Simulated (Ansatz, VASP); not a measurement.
# Al (Al strained to the junction's net) in two plane-wave programs

Wanted: the spread between two codes on one cell, functional and k mesh. The structure shown is the end of the Ansatz relaxation below.

Calculated with Ansatz 0.2.0; plane waves, with VASP 6.6.1 beside it; single point at PBE.

## 1. Starting point

It takes space group I4/mmm (No. 139, tetragonal). Conventional cell: a = 3.005 Å, b = 3.005 Å, c = 3.871 Å, α = 90.00°, β = 90.00°, γ = 90.00°. Al has 12 Al at 2.87 to 3.00 Å nearest.

As a file:

```cif
data_structure
_symmetry_space_group_name_H-M 'I4/mmm'
_symmetry_Int_Tables_number 139
_cell_length_a 3.0050
_cell_length_b 3.0050
_cell_length_c 3.8708
_cell_angle_alpha 90.000
_cell_angle_beta 90.000
_cell_angle_gamma 90.000
_cell_volume 34.95
loop_
_atom_site_label
_atom_site_type_symbol
_atom_site_symmetry_multiplicity
_atom_site_Wyckoff_symbol
_atom_site_fract_x
_atom_site_fract_y
_atom_site_fract_z
_atom_site_occupancy
Al1 Al 2 a 0.00000 0.00000 0.00000 1
```

## 2. Ansatz: relaxation, PBE

Ansatz runs on its default PAW (the set named soft_2) files.

This run makes the geometry at which the two programs are then compared.

input.yaml

```yaml
crystal:
  lattice:
    - [3.005, 0.0, 0.0]
    - [0.0, 3.005, 0.0]
    - [0.0, 0.0, 3.8932017715]
  atoms:
    - { symbol: Al, position: [0.0, 0.0, 0.0] }
    - { symbol: Al, position: [0.5, 0.5, 0.5] }
kpoints:
  mp_grid: { grid: [12, 12, 8] }
scf:
  occupations: { method: fermi_dirac, width: 0.1 }
  max_iter: 150
hamiltonian:
  xc: pbe
relax:
  f_tol: 0.01
  max_steps: 40
  cell: { fix: [a, b, angles] }
```

Launch:

```
> ansatz run input.yaml --threads 4 --pin off --max-ram 12288MiB --backend cpu --events-out ev --progress --plain --runs-dir out
```

Numbers of over 12 decimals in the logs are rounded to 6 here.

What it wrote:

```text
Engine: ansatz 0.2.0, aarch64-unknown-linux-gnu
Pseudopotentials: kind: paw
Pseudopotential: Al, paw, valence charge 3, recommended cutoff 420 eV (normal), Al.paw.azcp
Functional definition: PBE
  parameter kappa = 0.804
  parameter beta = 0.066725
  exchange = pbe_x(kappa = kappa, mu = beta*pi^2/3)
  correlation = pbe_c(beta = beta)
Crystal: 2 atoms, lattice volume = 35.156 Å³
Basis set: ecut = 420 eV, 661 PW (Γ), exchange–correlation on 48×48×54 points (8 copies of the dense FFT grid, shifted against one another)
Bands: 7, of which v1, the nominal top of the filled ones, is band 3 counted from 1 (2 counted from 0)
Symmetry: 32 space group operations
Space group: I4/mmm (ITA 139), of the structure as read, at distance tolerance 3.3e-5 Å
k-points: 140 of 1152
Non-local potential: Al, projectors of the file, l = 0: 2, l = 1: 2, l = 2: 1
PAW form: soft (Blöchl's): semilocal exchange-correlation on the pseudo side does not see the compensation charge
PAW one-centre angular grid: Al, 110 points (default); XC on 64 Gauss nodes
Initial density: superposition of atomic densities (neutral atoms: chi_scale 0, normalization atom), corrected by the library's trained network
Initial wavefunctions: pseudopotential atomic-orbital guess
Functional: x = pbe(κ = 0.804, μ = 0.219515), c = pbe(β = 0.066725)
SCF iter   1: F=—  HF=-1074.966447 eV  |F-HF|=—  |Δ(HF+E_count)|=         —  Δρ=4.59e-4  dr2=4.09e-5  ethr=1.77e-3  ⟨swp⟩=4.9  Hψ=17472  notcnv=0  defer=40
automatic band count: the SCF goes on with 11 bands, as 7 were too few: the levels above may hold too much charge
preconditioner: auto → none  [metal: Δε(μ)=0.025 eV  Ē_g=11.903 eV  σ=0.100 eV  W_gap=0.06  n_scr=2 (ndim 8)  ℏωp=15.3 eV  f_vac=0.000  D(μ)=0.94/eV (n_scr^D=6)  sad-step TF]
SCF iter   2: F=—  HF=-1074.966501 eV  |F-HF|=—  |Δ(HF+E_count)|=   5.38e-5  Δρ=2.80e-4  dr2=1.77e-5  ethr=6.81e-7  ⟨swp⟩=1.8  Hψ=2903  notcnv=0  defer=82
SCF iter   3: F=—  HF=-1074.966516 eV  |F-HF|=—  |Δ(HF+E_count)|=   1.47e-5  Δρ=1.39e-5  dr2=4.86e-8  ethr=2.96e-7  ⟨swp⟩=2.0  Hψ=1670  notcnv=0  defer=82
iter 4 did not close the SCF: its close was put off for the readings that it lacked (scf_convergence_deferred on its scf_iter line)
SCF iter   4: F=-1074.966516 eV  HF=-1074.966516 eV  |F-HF|=4.35e-10  |Δ(HF+E_count)|=   2.04e-8  Δρ=3.70e-6  dr2=3.41e-9  ethr=8.10e-10  ⟨swp⟩=2.2  Hψ=1714  notcnv=0  defer=82
iter 5 did not close the SCF: its close was put off for the readings that it lacked (scf_convergence_deferred on its scf_iter line)
SCF iter   5: F=-1074.966516 eV  HF=-1074.966516 eV  |F-HF|=5.91e-12  |Δ(HF+E_count)|=  5.12e-10  Δρ=2.67e-7  dr2=2.51e-11  ethr=5.69e-11  ⟨swp⟩=1.0  Hψ=1272  notcnv=0  defer=82
SCF iter   6: F=-1074.966516 eV  HF=-1074.966516 eV  |F-HF|=4.55e-13  |Δ(HF+E_count)|=  5.23e-12  Δρ=7.91e-9  dr2=1.94e-14  ethr=1.00e-12  ⟨swp⟩=1.0  Hψ=3367  notcnv=0
SCF 1 converged in 6 iterations: F = -1074.966516 eV  dr2 = 1.94e-14
  greatest PAW one-centre occupation: 0.450 electrons in one spin orbital (limit 2), on the Al atom at site 1 (counted from 0), in its partial waves of l = 0
relax step   1: F+E_penalty+E_count = -1074.96651578 eV  Δ(F+E_penalty+E_count) = +0.000e0 eV  max|allowed force component| = 1.048e-31 eV/Å  Δτ_max = 0.0000 Å  P = -3.851 GPa  Ω = 35.156 Å³  fix = [a, b, alpha, beta, gamma]  reactions: a -5.476, b -5.476 GPa  (6 SCF iters, dr2 threshold 1.00e-7 eV, accepted)
[...]
relax step   2: F+E_penalty+E_count = -1074.96699211 eV  Δ(F+E_penalty+E_count) = -4.763e-4 eV  max|allowed force component| = 1.233e-31 eV/Å  Δτ_max = 0.0000 Å  P = -3.450 GPa  Ω = 34.954 Å³  energy of the carried Pulay correction = +7.401e-5 eV  fix = [a, b, alpha, beta, gamma]  reactions: a -5.157, b -5.157 GPa  (3 SCF iters, dr2 threshold 2.00e-7 eV, accepted)
[...]
relax step   3: F+E_penalty+E_count = -1074.96692130 eV  Δ(F+E_penalty+E_count) = +7.081e-5 eV  max|allowed force component| = 1.233e-31 eV/Å  Δτ_max = 0.0000 Å  P = -3.453 GPa  Ω = 34.954 Å³  fix = [a, b, alpha, beta, gamma]  reactions: a -5.159, b -5.159 GPa  stress off target by 4.24e-2 GPa on what of the cell is left free  SCF on the basis re-selected at this cell (its energy is not comparable with the rows above)  (4 SCF iters)
basis re-selected at this cell: Δ(F+E_penalty+E_count) = +7.081e-5 eV, ΔP = -0.003 GPa vs the last step (what re-selecting the basis moved, of the pressure what is left beyond the Pulay correction that the steps carried, after the strain that the cell walked since its last selection, with what the two solves' SCF thresholds leave and, on support functions, any second-order correction that the steps lacked; it is no m [...]
SCF converged after 4 iterations
Free energy (F): -1074.966921 eV
Harris-Foulkes:  -1074.966921 eV  (|F-HF|=4.55e-13)
Internal energy: -1074.936729 eV  (E = F + TS)
E sigma→0 (E₀):  -1074.951825 eV
Entropy (-TS):   -0.030192 eV (-15.096 meV/atom)
Fermi energy:    7.396958 eV
--- Per-component energies (eV) ---
  E_band       = 18.583644
  E_kinetic    = 43.832607
  E_local      = 17.948911  (includes V_loc(G=0)·N_el)
  E_nonlocal   = 20.548576
  E_hartree    = 0.182385
  E_xc         = -78.721327
  E_vxc        = -56.936142  (∫ρ·V_xc dr)
  E_paw        = -934.499530  (= ΣΔE_a)
  E_vpaw       = -7.175073  (= ΣTr[D̂ρ^β])
  E_aug_tail   = -0.000004  (compensation charges beyond the density's cutoff)
  E_ewald      = -144.228346
  E_smearing   = -0.030192  (= −TS)
  E_closure    = 0.000000  (closes the sum)
  Σ components = -1074.966921   (vs F -1074.966921, Δ=0.00e0)
--- Forces (eV/Å), atoms counted from 1 ---
  atom   1  Al    -0.00000000     0.00000000     0.00000000
  atom   2  Al     0.00000000     0.00000000     0.00000000
  max |Σ_I F_I| component: 6.16e-32 eV/Å
--- Stress (GPa, compression-positive) ---
       -5.158576       0.000000      -0.000000
        0.000000      -5.158576      -0.000000
       -0.000000      -0.000000      -0.042417
  P = ⅓ Tr σ = -3.4532 GPa (-34.532 kbar)
--- Relaxed structure (2 steps of the walk, 2 accepted, 1 SCFs on fresh bases) ---
  F+E_penalty+E_count = -1074.96692130 eV   max|allowed force component| = 1.233e-31 eV/Å   (the final SCF, on the basis selected at the relaxed cell)
  cell:  # Å, volume = 34.9535 Å³
    - [3.005, 0, 0]
    - [0, 3.005, 0]
    - [0, 0, 3.870813]
  atoms:
    - { symbol: Al, position: [0.0, 0.0, 0.0] }
    - { symbol: Al, position: [0.500000, 0.500000, 0.5] }
```

The column dr2 measures how far the density is from self-consistency, as an energy; F and HF (Harris–Foulkes) agree once it is small.

## 3. VASP: single point, PBE

The same cell, functional, mesh and smearing now go to VASP, with its own data sets.

Lines of VASP's logs that name or quote its potential files are left out, and so is its time.

INCAR

```
SYSTEM = Al
PREC = Accurate
ENCUT = 500
EDIFF = 1E-06
NELM = 120
ISMEAR = -1
SIGMA = 0.1
LREAL = .FALSE.
ALGO = Normal
GGA = PE
NBANDS = 9
LORBIT = 11
LWAVE = .FALSE.
LCHARG = .FALSE.
ISIF = 2
LASPH = .TRUE.
GGA_COMPAT = .FALSE.
```

POSCAR

```
Al
1.0
    3.0050000000      0.0000000000      0.0000000000
    0.0000000000      3.0050000000      0.0000000000
    0.0000000000      0.0000000000      3.8708132401
Al
2
Direct
    0.0000000000      0.0000000000      0.0000000000
    0.5000000000      0.5000000000      0.5000000000
```

KPOINTS

```
Automatic mesh
0
Gamma
12 12 8
0 0 0
```

Potentials, in the order of the species: Al (PBE family, release 64).

Launch:

```
> mpirun -np 1 vasp_std
```

What it wrote:

```text
[banner, memory and clock lines left out]
running    1 mpi-ranks, on    1 nodes
 distrk:  each k-point on    1 cores,    1 groups
 distr:  one band on    1 cores,    1 groups

 POSCAR found type information on POSCAR Al
 POSCAR found :  1 types and       2 ions
 LDA part: xc-table for (Slater+PW92), standard interpolation
 POSCAR, INCAR and KPOINTS ok, starting setup
 FFT: planning ... GRIDC
 FFT: planning ... GRID_SOFT
 FFT: planning ... GRID
 WAVECAR not read
 entering main loop
       N       E                     dE             d eps       ncg     rms          rms(c)
DAV:   1    -0.929663431433E+00   -0.92966E+00   -0.20764E+03  2536   0.464E+02
DAV:   2    -0.738623903135E+01   -0.64566E+01   -0.62144E+01  3416   0.495E+01
DAV:   3    -0.749581355051E+01   -0.10957E+00   -0.10833E+00  3175   0.583E+00
DAV:   4    -0.749633503907E+01   -0.52149E-03   -0.52138E-03  3321   0.435E-01
DAV:   5    -0.749633862028E+01   -0.35812E-05   -0.35807E-05  3121   0.319E-02    0.170E+00
DAV:   6    -0.747142830985E+01    0.24910E-01   -0.38428E-03  2996   0.369E-01    0.989E-01
DAV:   7    -0.745348824340E+01    0.17940E-01   -0.10900E-02  2844   0.585E-01    0.177E-01
DAV:   8    -0.745344649193E+01    0.41751E-04   -0.64887E-05  3306   0.604E-02    0.981E-03
DAV:   9    -0.745344340649E+01    0.30854E-05   -0.22465E-06  3099   0.796E-03    0.169E-03
DAV:  10    -0.745344227842E+01    0.11281E-05   -0.17087E-08  1665   0.101E-03    0.877E-04
DAV:  11    -0.745344219544E+01    0.82977E-07   -0.12903E-09  1441   0.268E-04
   1 F= -.74534422E+01 E0= -.74383592E+01  d E =-.301660E-01
```

OUTCAR, selected parts (step 3):

```text
ion  position               nearest neighbor table
   1  0.000  0.000  0.000-   2 2.87   2 2.87   2 2.87   2 2.87   2 2.87   2 2.87   2 2.87   2 2.87

  LATTYP: Found a simple tetragonal cell.
 ALAT       =     3.0050000000
 C/A-ratio  =     1.2881242064

 Subroutine GETGRP returns: Found 16 space group operations
 (whereof 16 operations were pure point group operations)

The static configuration has the point symmetry D_4h.

 Found    140 irreducible k-points:

   k-points           NKPTS =    140   k-points in BZ     NKDIM =    140   number of bands    NBANDS=      9

   dimension x,y,z NGX =    24 NGY =   24 NGZ =   28
   dimension x,y,z NGXF=    48 NGYF=   48 NGZF=   56

   ENCUT  =  500.0 eV  36.75 Ry    6.06 a.u.   5.48  5.48  7.06*2*pi/ulx,y,z

   NELECT =       6.0000    total number of electrons

 k-points in reciprocal lattice and weights: Automatic mesh
   0.00000000  0.00000000  0.00000000       0.001
   0.08333333  0.00000000  0.00000000       0.003
   0.16666667  0.00000000  0.00000000       0.003
   0.25000000  0.00000000  0.00000000       0.003
   0.33333333  0.00000000  0.00000000       0.003
   0.41666667  0.00000000  0.00000000       0.003
   0.50000000  0.00000000  0.00000000       0.002
   0.08333333  0.08333333  0.00000000       0.003
   0.16666667  0.08333333  0.00000000       0.007
[...]
0.50000000  0.41666667  0.50000000       0.003
   0.50000000  0.50000000  0.50000000       0.001

 average (electrostatic) potential at core
       1 -73.2882       2 -73.2882

 E-fermi :   7.4534

 k-point     1 :       0.0000    0.0000    0.0000
  band No.  band energies     occupation
      1      -3.3294      2.00000
      2       5.5705      2.00000
      3       7.1084      1.93846
      4      11.6873      0.00000
      5      11.6873      0.00000
      6      11.9970      0.00000
      7      14.8214      0.00000
      8      19.5146      0.00000
    ...

 k-point     2 :       0.0833    0.0000    0.0000
  band No.  band energies     occupation
      1      -3.2155      2.00000
      2       5.6743      2.00000
      3       7.2174      1.82747
      4       9.7709      0.00000
      5      11.7862      0.00000
      6      13.1432      0.00000
      7      15.8808      0.00000
      8      17.9752      0.00000
    ...

 k-point     3 :       0.1667    0.0000    0.0000
  band No.  band energies     occupation
      1      -2.8745      2.00000
      2       5.9860      2.00000
      3       7.4319      1.10708
      4       7.7614      0.08785
      5      12.0830      0.00000
      6      13.7450      0.00000
      7      15.9305      0.00000
      8      17.2943      0.00000
    ...

  Total       -1.1308105     -1.1308105     -0.0166938      0.0000000      0.0000000     -0.0000000
  in kB      -51.8333446    -51.8333446     -0.7652004      0.0000000      0.0000000     -0.0000000
  external PRESSURE =     -34.8106299 kB  Pullay stress =       0.0000000 kB

  energy-cutoff  :      500.00
  volume of cell :       34.95
      direct lattice vectors                 reciprocal lattice vectors
     3.005000000  0.000000000  0.000000000     0.332778702  0.000000000  0.000000000
     0.000000000  3.005000000  0.000000000     0.000000000  0.332778702  0.000000000
     0.000000000  0.000000000  3.870813240     0.000000000  0.000000000  0.258343645

 POSITION                                       TOTAL-FORCE (eV/Angst)
 -----------------------------------------------------------------------------------
      0.00000      0.00000      0.00000         0.000000      0.000000     -0.000000
      1.50250      1.50250      1.93541        -0.000000     -0.000000      0.000000
 -----------------------------------------------------------------------------------
    total drift:                               -0.000000      0.000000     -0.000000

  FREE ENERGIE OF THE ION-ELECTRON SYSTEM (eV)
  ---------------------------------------------------
  free  energy   TOTEN  =        -7.4534421954 eV

  energy  without entropy=       -7.4232761799  energy(sigma->0) =       -7.43835919

 total charge
# of ion       s       p       d       tot
------------------------------------------
    1        0.436   0.317   0.000   0.753
    2        0.436   0.317   0.000   0.753
--------------------------------------------------
tot          0.872   0.634   0.000   1.506

[... 3 further parts left out ...]
```

The run ends at a pressure of -3.48 GPa.

## 4. Side by side

Known differences besides the potentials themselves: the cutoff is 420 eV in Ansatz and 500 eV in VASP; Ansatz's pressure holds a Pulay correction, VASP's none. Total energies have different zeros and are not compared.

The two programs side by side:

```tsv
quantity	Ansatz	VASP	difference
pressure (GPa)	-3.45	-3.48	+0.03
```

## 5. Outcome

```
difference in pressure (single point, PBE) : 0.028 GPa
```

What this shows: The difference in pressure is 0.028 GPa (single point, PBE), within the 1 GPa picked in this series as the mark of a large difference. Such differences can come from data sets, numerical settings and the points named under the comparisons, not from the functional's error against experiment.

[Lines on the potential files, build, host, timing and source positions are cut from VASP's logs without a mark.]

[Logs are printed without paths, hosts, clocks, repeated set-up lines and the standing remarks that a program may print on its own settings, such as how far it seeks lower states.]

[Hosts, paths, dates, database ids (printed as entryN), source tags and the programs' standing remarks are cut or masked in the printed files.]
